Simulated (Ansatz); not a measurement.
PBE against PBE-D4 over 8 crystals

Computed equilibrium volume (Å³/atom) at each level. Volumes are each level's own minimum, from an equation of state or a relaxation of the cell. Space groups are those of the starting cells. Not every cell is the stable form of its formula. Spin polarisation and spin-orbit coupling are off unless named.

- PBE: Ansatz (all-electron LAPW, scalar-relativistic); k meshes of 343 to 1728 points
- PBE-D4: Ansatz (all-electron LAPW, scalar-relativistic); k meshes of 343 to 1728 points

| crystal | PBE | PBE-D4 |
| --- | --- | --- |
| WC (P-6m2, 2 atoms) | 10.529 | 10.344 |
| Mo (Im-3m) | 15.777 | 15.434 |
| W (Im-3m) | 16.152 | 15.801 |
| Ta (Im-3m) | 18.242 | 17.987 |
| GaAs (F-43m) | 23.705 | 22.660 |
| CdSe (F-43m) | 29.754 | 28.566 |
| PbSe (Fm-3m) | 30.045 | 28.844 |
| PbTe (Fm-3m) | 35.476 | 33.902 |

PBE-D4 lies below PBE in 8 of 8 crystals, with a median shift of -3.1 % (-4.4 % for PbTe to -1.4 % for Ta). The figures use the values as printed. Spin-orbit coupling, where left out, moves volumes and moduli of the heaviest elements a little. Meshes of this size aren't converged for the metals. Columns can differ in task within a row, which adds scatter of its own. Where several set-ups ran one level, the entry is one near their median; a run lay far from it for GaAs.

Adding D4 contracts every crystal, but the four semiconductors shrink clearly more than the three elemental metals and WC. The pairwise attraction acts as an inward pressure, and the volume it removes depends on how strongly the lattice resists compression. Strong d-d bonding in the metals and W-C covalency in the carbide make them stiff, while PbTe, PbSe and CdSe are much softer.

Stiffness alone doesn't order the rows, however. Ta is more compressible than Mo, W or WC, yet it has the smallest shift, so the dispersion pressure itself must also differ between the crystals, probably through the coefficients and damping assigned to each element.

PBE is known to overestimate the volumes of such semiconductors, so the contraction goes in the right direction there. It may reflect genuine dispersion between polarisable ions, or the D4 term may be compensating for underbinding by the semilocal functional; the two columns can't separate these. Nor does a smaller volume by itself show that cohesive energies or elastic properties improve.
